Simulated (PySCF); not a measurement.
# Au (Im-3m) in PySCF: density of states with PBEsol

Aim: the density of states of Au with PBEsol.

Program: PySCF 2.14.0. These are calculated values, not measurements. Logs are shortened: lines on timing, memory, paths and dates and some standing lists are left out, and cuts for length are marked.

## (1) The crystal as given

The structure is cubic, space group Im-3m (No. 229). Conventional cell: a = 3.315 Å, b = 3.315 Å, c = 3.315 Å, α = 90.00°, β = 90.00°, γ = 90.00°. Au (site symmetry m-3m) has 8 Au at 2.87 Å as nearest neighbours.

This isn't the form of Au at room conditions, which is fcc.

## (2) Density of states, PBEsol

run.py reads:

```python
import json
import numpy as np
from pyscf.pbc import gto, scf, dft, df

cell = gto.Cell()
cell.basis = 'DZVP-MOLOPT-SR-GTH-q11'
cell.pseudo = 'GTH-PBE-q11'
cell.fromfile('POSCAR', format='poscar')
cell.ke_cutoff = 88  # hartree
cell.exp_to_discard = 0.02
cell.precision = 1e-08
cell.space_group_symmetry = True
cell.symmorphic = False
cell.max_memory = 5880  # MB
cell.verbose = 4
cell.build()

res = {}
kpts = cell.make_kpts([12, 12, 12], space_group_symmetry=True, time_reversal_symmetry=True)
cell.space_group_symmetry = False  # the mesh holds the operations; no search on the supercells of the integral code
mf = dft.KRKS(cell, kpts, xc='pbesol')
mf = mf.multigrid_numint()
mf = mf.smearing(sigma=0.00183747, method='fermi')  # hartree
mf.conv_tol = 1e-07
mf.max_cycle = 60

mf.kernel()
res.update(converged=bool(mf.converged), e_tot=mf.e_tot, nelec=cell.nelectron, nao=cell.nao, mesh=list(map(int, cell.mesh)), a=cell.lattice_vectors().tolist(), coords=cell.atom_coords().tolist(),
           mo_energy=[np.real(x).tolist() for x in mf.mo_energy], mo_occ=[np.real(x).tolist() for x in mf.mo_occ])
res.update(e_free=mf.e_free, e_zero=mf.e_zero)
res.update(kpts=kpts.kpts_scaled_ibz.tolist(), weights=kpts.weights_ibz.tolist())
res['parts'] = {k: float(np.real(v)) for k, v in mf.scf_summary.items() if np.isscalar(v)}
json.dump(res, open('results.json', 'w'))
if not mf.converged:
    raise SystemExit('SCF not converged')

print('levels (eV)')
for i, kp in enumerate(res['kpts'][:40]):
    print('k %7.4f %7.4f %7.4f  ' % tuple(kp), ' '.join('%.3f' % (x * 27.211386) for x in res['mo_energy'][i][:11]))

mf = mf.to_khf()  # unfold to the whole mesh
kpts = mf.kpts
# Mulliken populations
dm, s = np.asarray(mf.make_rdm1()), np.asarray(mf.get_ovlp())
sites = cell.aoslice_by_atom()[:, 2:]
tot = np.einsum('kij,kji->i', dm, s).real / len(kpts)
res['mulliken'] = [cell.atom_charge(i) - tot[a0:a1].sum() for i, (a0, a1) in enumerate(sites)]
print('Mulliken charges', np.round(res['mulliken'], 5))

# density of states, Gaussians of 0.15 eV
e = np.asarray(mf.mo_energy).real.reshape(1, -1) * 27.211386
ef = mf.get_fermi()
ef = np.max(ef) * 27.211386
x = np.arange(-15, 10.01, 0.1) + round(ef, 1)
dos = np.exp(-((x[:, None, None] - e) / 0.15) ** 2 / 2).sum(-1).T / (0.15 * np.sqrt(2 * np.pi) * len(kpts)) * 2
res.update(dos_e=x.tolist(), dos=dos.tolist())
for a, b in zip(x[::5], dos.T[::5]):
    print('%8.2f' % a, ' '.join('%9.4f' % y for y in b))

# density on a uniform mesh
grids = dft.gen_grid.UniformGrids(cell)
grids.mesh = [17, 17, 17]
grids.build()
ni = dft.numint.KNumInt()
rho = [ni.get_rho(cell, x, grids, kpts) for x in [dm]]
np.save('rho.npy', np.reshape(rho, (-1, *grids.mesh)))
res['done'] = True
json.dump(res, open('results.json', 'w'))
```

POSCAR reads:

```
Au
1.0
   -1.6572690000      1.6572690000      1.6572690000
    1.6572690000     -1.6572690000      1.6572690000
    1.6572690000      1.6572690000     -1.6572690000
Au
1
Direct
    0.0000000000      0.0000000000      0.0000000000
```

Potentials or basis: DZVP-MOLOPT-SR/GTH-PBE (potentials made for PBE).

Started as:

```
$ OMP_NUM_THREADS=4 python -u run.py > log
```

What it wrote:

```text
pyscf/pbc/gto/cell.py:1403: UserWarning: Electron number 11 and spin 0 are not consistent in cell

  warnings.warn('Electron number %d and spin %d are not consistent '
Discarded 0 diffused primitive functions, 0 contracted functions
time reversal: False
k-points in IBZ                         weights
  0:  0.000000,  0.000000,  0.000000    1/1728
  1:  0.500000,  0.500000,  0.000000    6/1728
  2:  0.500000,  0.500000,  0.500000    1/1728
  3:  0.583333,  0.416667,  0.000000    12/1728
  4:  0.583333,  0.500000,  0.500000    12/1728
  5:  0.583333,  0.583333,  0.416667    6/1728
[... 64 lines left out ...]
 70:  0.916667,  0.916667,  0.833333    24/1728
 71:  0.916667,  0.916667,  0.916667    8/1728

******** <class 'pyscf.pbc.scf.smearing.SmearingKsymAdaptedKRKS'> ********
method = SmearingKsymAdaptedKRKS
initial guess = minao
damping factor = 0
level_shift factor = 0
DIIS = <class 'pyscf.scf.diis.CDIIS'>
diis_start_cycle = 1
diis_space = 8
diis_damp = 0
SCF conv_tol = 1e-07
SCF conv_tol_grad = None
SCF max_cycles = 60
direct_scf = True
direct_scf_tol = 1e-13

******** PBC SCF flags ********
N kpts (BZ) = 1728
N kpts (IBZ) = 72
Exchange divergence treatment (exxdiv) = ewald
    madelung (= occupied orbital energy shift) = 0.04841799487334414
    Total energy shift due to Ewald probe charge = -1/2 * Nelec*madelung = -0.266298971803
DF object = <pyscf.pbc.df.fft.FFTDF object>
XC functionals = pbesol
small_rho_cutoff = 0
Uniform grid, mesh = [25 25 25]
Set gradient conv threshold to 0.000316228
nelec by numeric integration = 11.000000000000009
init E= -33.2011994644866
    sigma = 0.00183747  Optimized mu = 0.569754751177  entropy = 0.0403678286857
nelec by numeric integration = 11.00000000000001
    Total E(T) = -33.1727964274334  Free energy = -33.1728706021076  E0 = -33.1728335147705
cycle= 1 E= -33.1727964274334  delta_E= 0.0284  |g|= 1.57  |ddm|= 19.5
    sigma = 0.00183747  Optimized mu = 0.51247020279  entropy = 0.0630888741627
nelec by numeric integration = 11.000000000000018
    Total E(T) = -33.1723025771585  Free energy = -33.1724185010721  E0 = -33.1723605391153
cycle= 2 E= -33.1723025771585  delta_E= 0.000494  |g|=  1.6  |ddm|= 20.5
    sigma = 0.00183747  Optimized mu = 0.540005821758  entropy = 0.0818268865363
nelec by numeric integration = 11.000000000000014
    Total E(T) = -33.1979968568577  Free energy = -33.1981472113069  E0 = -33.1980720340823
cycle= 3 E= -33.1979968568577  delta_E= -0.0257  |g|= 0.00962  |ddm|= 10.4
    sigma = 0.00183747  Optimized mu = 0.539766313801  entropy = 0.0805794480298
nelec by numeric integration = 11.000000000000014
    Total E(T) = -33.1980001034634  Free energy = -33.1981481657817  E0 = -33.1980741346225
cycle= 4 E= -33.1980001034634  delta_E= -3.25e-06  |g|= 0.0022  |ddm|= 0.0678
    sigma = 0.00183747  Optimized mu = 0.539708934949  entropy = 0.0807748448646
nelec by numeric integration = 11.000000000000012
    Total E(T) = -33.1979997935157  Free energy = -33.1981482148699  E0 = -33.1980740041928
cycle= 5 E= -33.1979997935157  delta_E= 3.1e-07  |g|= 1.59e-05  |ddm|= 0.0157
    sigma = 0.00183747  Optimized mu = 0.539709286075  entropy = 0.0807736605707
nelec by numeric integration = 11.000000000000009
    Total E(T) = -33.1979997956942  Free energy = -33.1981482148723  E0 = -33.1980740052833
cycle= 6 E= -33.1979997956942  delta_E= -2.18e-09  |g|= 3.97e-07  |ddm|= 0.000119
    sigma = 0.00183747  Optimized mu = 0.539709301022  entropy = 0.0807735918561
nelec by numeric integration = 11.000000000000012
    Total E(T) = -33.1979997958205  Free energy = -33.1981482148723  E0 = -33.1980740053464
Extra cycle  E= -33.1979997958205  delta_E= -1.26e-10  |g|= 4.09e-07  |ddm|= 5.61e-06
converged SCF energy = -33.1979997958205
levels (eV)
k  0.0000  0.0000  0.0000   5.374 10.011 10.011 10.011 11.759 11.759 37.923 37.923 37.923 63.415 63.415
k  0.5000  0.5000  0.0000   7.814 9.021 11.626 11.937 13.183 14.185 17.800 29.547 34.203 38.866 41.085
k  0.5000  0.5000  0.5000   8.230 8.230 12.832 12.832 12.832 21.153 21.153 21.153 26.402 30.569 30.569
k  0.5833  0.4167  0.0000   7.825 9.083 11.561 11.921 12.834 12.903 19.653 30.089 34.114 38.882 40.315
k  0.5833  0.5000  0.5000   8.340 8.365 12.436 12.546 12.855 19.961 20.706 21.709 26.690 30.987 31.459
k  0.5833  0.5833  0.4167   8.436 8.497 12.325 12.325 12.617 18.156 22.245 22.245 26.268 30.590 33.706
[... 32 lines left out ...]
k  0.8333  0.8333  0.3333   7.644 9.655 9.659 11.364 11.888 12.174 26.670 28.311 32.798 40.702 42.506
k  0.8333  0.8333  0.6667   9.036 9.149 10.391 11.892 11.967 17.562 18.749 23.444 24.764 47.802 49.312
Mulliken charges [-0.]
   -0.30    0.0000
    0.20    0.0000
    0.70    0.0000
    1.20    0.0000
    1.70    0.0000
    2.20    0.0000
[... 43 lines left out ...]
   24.20    0.2173
   24.70    0.4400
```

It took 2 min on 4 threads of Intel Xeon 6975P-C (Granite Rapids), shared host; peak memory 5.5 GiB.

What came out:

```
Free energy            : -903.3676 eV
Band gap on the k mesh : none (metal or under the smearing width)
```

Levels at points of the mesh, in eV from the Fermi level:
```tsv
k point	band 1	band 2	band 3	band 4	band 5	band 6	band 7	band 8	band 9	band 10
(0.00, 0.00, 0.00)	-9.31	-4.68	-4.68	-4.68	-2.93	-2.93	23.24	23.24	23.24	48.73
(0.50, 0.50, 0.00)	-6.87	-5.66	-3.06	-2.75	-1.50	-0.50	3.11	14.86	19.52	24.18
(0.50, 0.50, 0.50)	-6.46	-6.46	-1.85	-1.85	-1.85	6.47	6.47	6.47	11.72	15.88
```

States per cell in windows of 0.5 eV (zero at the Fermi level; states under -8 eV left out):
```
from (eV)  total
     -8.0   0.08
     -7.5   0.13
     -7.0   0.38
     -6.5   0.69
     -6.0   0.95
     -5.5   1.28
     -5.0   1.16
     -4.5   0.75
     -4.0   0.67
     -3.5   1.36
     -3.0   1.75
     -2.5   0.81
     -2.0   0.44
     -1.5   0.25
     -1.0   0.07
     -0.5   0.12
      0.0   0.21
      0.5   0.15
      1.0   0.04
      1.5   0.23
      2.0   0.09
      2.5   0.16
      3.0   0.16
      3.5   0.16
      4.0   0.20
      4.5   0.12
      5.0   0.21
      5.5   0.18
      6.0   0.10
      6.5   0.22
      7.0   0.15
      7.5   0.15
```

Caveat: the basis of atomic orbitals isn't converged, which shifts pressures, moduli and gaps. The run has no spin-orbit coupling, so splittings on Au are missing.
